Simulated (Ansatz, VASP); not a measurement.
# One calculation of Si5Ge2, two programs

```
Si Ge
1.0
     3.28844    1.89637    4.35373
    -3.28530    1.89877    4.35052
     0.00365   -3.79582    4.35228
Si Ge
5 2
Direct
  0.11435 0.11480 0.11465
  0.88563 0.88520 0.88538
  0.71934 0.99997 0.28069
  0.28053 0.71951 0.99992
  0.00010 0.28049 0.71947
  0.70001 0.69990 0.69999
  0.30005 0.30014 0.29990
```

Change from the starting cell: cell x1, atoms moved at random (sigma 0.15 Å) and cell strained at random (1.5 %), then relaxed without symmetry.

Alike in both runs: functional PBE; k mesh 3 × 3 × 3; occupations gaussian, width 0.1 eV; no spin polarisation.

Ansatz relaxed the structure, and its values are those at the end. VASP's run is a single point on that final structure, the one shown.

|  | VASP | Ansatz |
| --- | --- | --- |
| version | VASP 6.6.1 | Ansatz 0.2.0 |
| potentials or method | VASP PAW PBE potentials, release 64 (Si, Ge_d) | scalar-relativistic, plane waves, PAW |
| plane-wave cutoff (eV) | 520 | 420 |
| valence electrons in the cell | 48 | 48 |

Ansatz gave:

```
gap on the k mesh at the Fermi level (eV) : 0.92
least direct gap on the mesh (eV)         : 1.53
pressure (GPa)                            : 0.1
rms of the force components (eV/Å)        : 0.005
```

What did VASP give for the same quantities?

gap on the k mesh at the Fermi level (eV): 0.93; least direct gap on the mesh (eV): 1.53; pressure (GPa): 0.0; rms of the force components (eV/Å): 0.004.

With one functional, cell and mesh, what is left measures potentials, basis and numerics.

Caveats: an odd mesh through Γ misses points on the zone boundary, where band edges often lie.
